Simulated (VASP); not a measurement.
# RuS2 (P-3m1) in VASP: single point with PBEsol

Aim: the single point of RuS2 with PBEsol.

Program: VASP 6.6.1. These are calculated values, not measurements. Logs are shortened: lines on timing, memory, paths and dates and some standing lists are left out, and cuts for length are marked.

**1. The structure**

Symmetry: P-3m1, No. 164, trigonal system. The conventional cell has a = 3.443 Å, b = 3.443 Å, c = 5.113 Å, α = 90.00°, β = 90.00°, γ = 120.00°. Ru (site symmetry -3m) has 6 S at 2.37 Å as nearest neighbours. S (site symmetry 3m) has 3 Ru at 2.37 Å as nearest neighbours.

The cell comes from a database or a generator and needn't be the stable form of this composition.

**2. Single point, PBEsol**

File INCAR:

```
SYSTEM = RuS2
PREC = Accurate
ENCUT = 520
EDIFF = 1E-7
ISMEAR = -1
SIGMA = 0.05
LREAL = .False.
LASPH = .True.
NELM = 100
ALGO = Normal
ISIF = 2
LWAVE = .False.
LCHARG = .True.
GGA = PS
LELF = .True.
LVHAR = .True.
NBANDS = 20
```

File KPOINTS:

```
Automatic mesh
0
Gamma
  12 12 7
  0 0 0
```

File POSCAR:

```
RuS2
1.0
    3.4427884332      0.0000000000      0.0000000000
   -1.7213942166      2.9815422430      0.0000000000
    0.0000000000      0.0000000000      5.1133983325
Ru S
1 2
Direct
    0.0000000000      0.0000000000      0.0000000000
    0.3333333333      0.6666666667      0.2536057355
    0.6666666667      0.3333333333      0.7463942645
```

Potentials or basis: VASP PAW PBE potentials, release 64 (Ru_pv, S).

Started as:

```console
> cat potpaw_PBE.64/Ru_pv/POTCAR potpaw_PBE.64/S/POTCAR > POTCAR
> mpirun -np 1 vasp_std > vasp.out
```

OUTCAR:

```text
SYSTEM = RuS2
   PREC = Accurate
   ENCUT = 520
   EDIFF = 1E-7
   ISMEAR = -1
   LREAL = .False.
   LASPH = .True.
   NELM = 100
   ISIF = 2
   GGA = PS

 ion  position               nearest neighbor table
   1  0.000  0.000  0.000-   2 2.37   3 2.37   2 2.37   3 2.37   3 2.37   2 2.37
   2  0.333  0.667  0.254-   1 2.37   1 2.37   1 2.37
   3  0.667  0.333  0.746-   1 2.37   1 2.37   1 2.37

  LATTYP: Found a hexagonal cell.
 ALAT       =     3.4427884332
 C/A-ratio  =     1.4852490740

  Lattice vectors:

 A1 = (   3.4427884332,   0.0000000000,   0.0000000000)
 A2 = (  -1.7213942166,   2.9815422430,   0.0000000000)
 A3 = (   0.0000000000,   0.0000000000,   5.1133983325)

Analysis of symmetry for initial positions (statically):
=====================================================================
 Subroutine PRICEL returns:
 Original cell was already a primitive cell.

 Routine SETGRP: Setting up the symmetry group for a
 hexagonal supercell.

 Subroutine GETGRP returns: Found 12 space group operations
 (whereof 12 operations were pure point group operations)
 out of a pool of 24 trial point group operations.

The static configuration has the point symmetry D_3d.

Analysis of symmetry for dynamics (positions and initial velocities):
=====================================================================
 Subroutine PRICEL returns:
 Original cell was already a primitive cell.

 Routine SETGRP: Setting up the symmetry group for a
 hexagonal supercell.

 Subroutine GETGRP returns: Found 12 space group operations
 (whereof 12 operations were pure point group operations)
 out of a pool of 24 trial point group operations.

The dynamic configuration has the point symmetry D_3d.

 Subroutine INISYM returns: Found 12 space group operations
 (whereof 12 operations are pure point group operations),
 and found     1 'primitive' translations

----------------------------------------------------------------------------------------

                                     Primitive cell

  volume of cell :      52.4881

  direct lattice vectors                    reciprocal lattice vectors
     3.442788433  0.000000000  0.000000000     0.290462228  0.167698446  0.000000000
    -1.721394217  2.981542243  0.000000000     0.000000000  0.335396891  0.000000000
     0.000000000  0.000000000  5.113398333     0.000000000  0.000000000  0.195564659

  length of vectors
     3.442788433  3.442788433  5.113398333     0.335396891  0.335396891  0.195564659

  position of ions in fractional coordinates (direct lattice)
     0.000000000  0.000000000  0.000000000
     0.333333333  0.666666667  0.253605736
     0.666666667  0.333333333  0.746394264

  ion indices of the primitive-cell ions
   primitive index   ion index
                 1           1
                 2           2
                 3           3

----------------------------------------------------------------------------------------

 KPOINTS: Automatic mesh

Automatic generation of k-mesh.
 Grid dimensions read from file:
 generate k-points for:   12   12    7

 Generating k-lattice:

  Cartesian coordinates                     Fractional coordinates (reciprocal lattice)
     0.024205186  0.013974870  0.000000000     0.083333333  0.000000000  0.000000000
     0.000000000  0.027949741  0.000000000     0.000000000  0.083333333  0.000000000
     0.000000000  0.000000000  0.027937808     0.000000000  0.000000000  0.142857143

  Length of vectors
     0.027949741  0.027949741  0.027937808

  Shift w.r.t. Gamma in fractional coordinates (k-lattice)
     0.000000000  0.000000000  0.000000000

 Subroutine IBZKPT returns following result:
 ===========================================

 Found    112 irreducible k-points:

 Following reciprocal coordinates:
            Coordinates               Weight
  0.000000  0.000000  0.000000      1.000000
  0.083333  0.000000  0.000000      6.000000
  0.166667  0.000000  0.000000      6.000000
  0.250000  0.000000  0.000000      6.000000
  0.333333  0.000000  0.000000      6.000000
  0.416667  0.000000  0.000000      6.000000
[... 16 lines left out ...]
  0.166667  0.000000  0.142857      6.000000
  0.000000  0.166667  0.142857      6.000000
 [... further k-points ...]
   k-points           NKPTS =    112   k-points in BZ     NKDIM =    112   number of bands    NBANDS=     20
   number of dos      NEDOS =    301   number of ions     NIONS =      3
   total plane-waves  NPLWV =  31360
   dimension x,y,z NGX =    28 NGY =   28 NGZ =   40
   dimension x,y,z NGXF=    56 NGYF=   56 NGZF=   80
   ions per type =               1   2
   NGX,Y,Z   is equivalent  to a cutoff of  13.52, 13.52, 13.00 a.u.
   NGXF,Y,Z  is equivalent  to a cutoff of  27.04, 27.04, 26.01 a.u.
 SYSTEM =  RuS2
   PREC   = accura    normal or accurate (medium, high low for compatibility)
   ISTART =      0    job   : 0-new  1-cont  2-samecut
   ICHARG =      2    charge: 1-file 2-atom 10-const
   ISPIN  =      1    spin polarized calculation?
   LNONCOLLINEAR =      F non collinear calculations
   LSORBIT =      F    spin-orbit coupling
   LASPH  =      T    aspherical Exc in radial PAW
   ENCUT  =  520.0 eV  38.22 Ry    6.18 a.u.   6.40  6.40  9.51*2*pi/ulx,y,z
   NELM   =    100;   NELMIN=  2; NELMDL= -5     # of ELM steps
   EDIFF  = 0.1E-06   stopping-criterion for ELM
   LREAL  =      F    real-space projection
   EDIFFG = 0.1E-05   stopping-criterion for IOM
   NSW    =      0    number of steps for IOM
   IBRION =     -1    ionic relax: 0-MD 1-quasi-New 2-CG
   NFREE  =      0    steps in history (QN), initial steepest desc. (CG)
   ISIF   =      2    stress and relaxation
   ISYM   =      2    0-nonsym 1-usesym 2-fastsym
   POTIM  = 0.5000    time-step for ionic-motion
   TEBEG  =    0.0;   TEEND  =   0.0 temperature during run
   PSTRESS=    0.0 pullay stress
   NELECT =      26.0000    total number of electrons
   NUPDOWN=      -1.0000    fix difference up-down
   EMIN   =  10.00;   EMAX   =-10.00  energy-range for DOS
   EFERMI =   0.00;   METHOD = LEGACY
   ISMEAR =    -1;   SIGMA  =   0.05  broadening in eV -4-tet -1-fermi 0-gaus
   EFERMI_NEDOS =   21; number of points for ismear=-14 and -15
   IALGO  =     38    algorithm
   IMIX   =      4    mixing-type and parameters
     AMIX     =   0.40;   BMIX     =  1.00
     AMIX_MAG =   1.60;   BMIX_MAG =  1.00
  volume/ion in A,a.u.               =      17.50       118.07
  Fermi-wavevector in a.u.,A,eV,Ry     =   1.295326  2.447811 22.828788  1.677869
  Thomas-Fermi vector in A             =   2.426852
   LORBIT       =      0    0 simple, 1 ext, 2 COOP (PROOUT), +10 PAW based schemes
   GGA     = PS    functional components
   LHFCALC =     F    Hartree Fock is set to
   AEXX    =    0.0000 exact exchange contribution
   IVDW    =     0    specifies the selected vdW correction
   LEPSILON=     F    determine dielectric tensor
   LRPA    =     F    only Hartree local field effects (RPA)
 non-spin polarized calculation
  energy-cutoff  :      520.00
  volume of cell :       52.49
 maximum number of plane-waves:      1431
 NGX is ok and might be reduce to    28
   NGX = 13   NGY = 13   NGZ = 19

 number of electron      26.0000000 magnetization

 Free energy of the ion-electron system (eV)
  ---------------------------------------------------
  ext. energy  EPLUGINS =         0.00000000
  ---------------------------------------------------
  free energy    TOTEN  =       -19.64748615 eV

  energy without entropy =      -19.61019766  energy(sigma->0) =      -19.62884191

 E-fermi :   6.7238     XC(G=0): -11.1228

 val. band max:        6.7197475604   @ k =   0.3333   0.1667   0.2857
 cond. band min:       6.7243031710   @ k =   0.1667   0.1667   0.2857
 fundamental gap:      0.0045556105
 Fermi energy:         6.7238163188

 k-point     1 :       0.0000    0.0000    0.0000
  band No.  band energies     occupation
      1     -35.9323      2.00000
      2     -35.8860      2.00000
      3     -35.8860      2.00000
      4      -7.8689      2.00000
      5      -5.3289      2.00000
      6       0.3339      2.00000
[... 12 lines left out ...]
     19      15.8149      0.00000
     20      15.8149      0.00000

 k-point     2 :       0.0833    0.0000    0.0000
  band No.  band energies     occupation
      1     -35.9316      2.00000
      2     -35.8910      2.00000
      3     -35.8872      2.00000
      4      -7.7814      2.00000
      5      -5.3499      2.00000
      6       0.4416      2.00000
[... 12 lines left out ...]
     19      15.6594      0.00000
     20      16.1245      0.00000

 k-point     3 :       0.1667    0.0000    0.0000
  band No.  band energies     occupation
      1     -35.9295      2.00000
      2     -35.9044      2.00000
      3     -35.8905      2.00000
      4      -7.5292      2.00000
      5      -5.4093      2.00000
      6       0.7515      2.00000
[... 12 lines left out ...]
     19      15.5369      0.00000
     20      16.9353      0.00000

 k-point     4 :       0.2500    0.0000    0.0000
  band No.  band energies     occupation
      1     -35.9268      2.00000
      2     -35.9224      2.00000
      3     -35.8949      2.00000
      4      -7.1456      2.00000
      5      -5.4975      2.00000
      6       1.2079      2.00000
[... 12 lines left out ...]
     19      15.9976      0.00000
     20      16.1961      0.00000

 k-point     5 :       0.3333    0.0000    0.0000
  band No.  band energies     occupation
      1     -35.9409      2.00000
      2     -35.9236      2.00000
      3     -35.8993      2.00000
      4      -6.6925      2.00000
      5      -5.6045      2.00000
      6       1.4073      2.00000
[... 12 lines left out ...]
     19      15.5236      0.00000
     20      16.3222      0.00000
[... 353 lines left out ...]
      6       0.6876      2.00000
[... 12 lines left out ...]
     19      15.8564      0.00000
     20      15.9514      0.00000

 k-point    22 :       0.0000    0.0833    0.1429
  band No.  band energies     occupation
      1     -35.9316      2.00000
      2     -35.8910      2.00000
      3     -35.8872      2.00000
      4      -7.7065      2.00000
      5      -5.5142      2.00000
      6       0.6734      2.00000
[... 12 lines left out ...]
     19      15.5247      0.00000
     20      16.3292      0.00000

 k-point    23 :       0.1667    0.0000    0.1429
  band No.  band energies     occupation
      1     -35.9295      2.00000
      2     -35.9043      2.00000
      3     -35.8905      2.00000
      4      -7.4518      2.00000
      5      -5.5609      2.00000
      6       0.9346      2.00000
[... 12 lines left out ...]
     19      15.7488      0.00000
     20      16.5611      0.00000

 k-point    24 :       0.0000    0.1667    0.1429
  band No.  band energies     occupation
      1     -35.9295      2.00000
      2     -35.9043      2.00000
      3     -35.8905      2.00000
      4      -7.4633      2.00000
      5      -5.5323      2.00000
      6       0.8203      2.00000
[... 12 lines left out ...]
     19      15.6827      0.00000
     20      16.7273      0.00000

 [... further k-points ...]

------------------------ aborting loop because EDIFF is reached ----------------------------------------

  FORCE on cell =-STRESS in cart. coord.  units (eV):
  Direction    XX          YY          ZZ          XY          YZ          ZX
  --------------------------------------------------------------------------------------
  -------------------------------------------------------------------------------------
  Total       -1.8452467     -1.8452467     -1.7041151     -0.0000000      0.0000000     -0.0000000
  in kB      -56.3253738    -56.3253738    -52.0173926     -0.0000000      0.0000000     -0.0000000
  external PRESSURE =     -54.8893801 kB  Pullay stress =       0.0000000 kB

 VOLUME and BASIS-vectors are now :
 -----------------------------------------------------------------------------
  energy-cutoff  :      520.00
  volume of cell :       52.49
      direct lattice vectors                 reciprocal lattice vectors
     3.442788433  0.000000000  0.000000000     0.290462228  0.167698446  0.000000000
    -1.721394217  2.981542243  0.000000000     0.000000000  0.335396891  0.000000000
     0.000000000  0.000000000  5.113398333     0.000000000  0.000000000  0.195564659

 POSITION                                       TOTAL-FORCE (eV/Angst)
 -----------------------------------------------------------------------------------
      0.00000      0.00000      0.00000         0.000000      0.000000      0.000000
     -0.00000      1.98769      1.29679         0.000000      0.000000     -0.242946
      1.72139      0.99385      3.81661        -0.000000     -0.000000      0.242946
 -----------------------------------------------------------------------------------
    total drift:                                0.000000     -0.000000      0.000000

  FREE ENERGIE OF THE ION-ELECTRON SYSTEM (eV)
  ---------------------------------------------------
  free  energy   TOTEN  =       -19.6474861520 eV

  energy  without entropy=      -19.6101976622  energy(sigma->0) =      -19.62884191
```

Run time: 2.2 min. Hardware: 1 thread of Intel Xeon Platinum 8175M at 2.50GHz (Skylake/Cascade Lake), shared host; peak memory 0.25 GiB.

Results:

```
Free energy            : -19.6475 eV
Pressure               : -5.5 GPa
Largest force          : 0.243 eV/Å
Band gap on the k mesh : none (metal or under the smearing width)
```

Forces on the atoms (eV/Å):
```
Ru   0.000  0.000  0.000
S    0.000  0.000 -0.243
S    0.000  0.000  0.243
```

Stress tensor (GPa, compression positive):
```
-5.63  0.00  0.00
 0.00 -5.63  0.00
 0.00  0.00 -5.20
```

Caveat: the PAW data sets were made with another functional, which shifts forces and pressure a little.
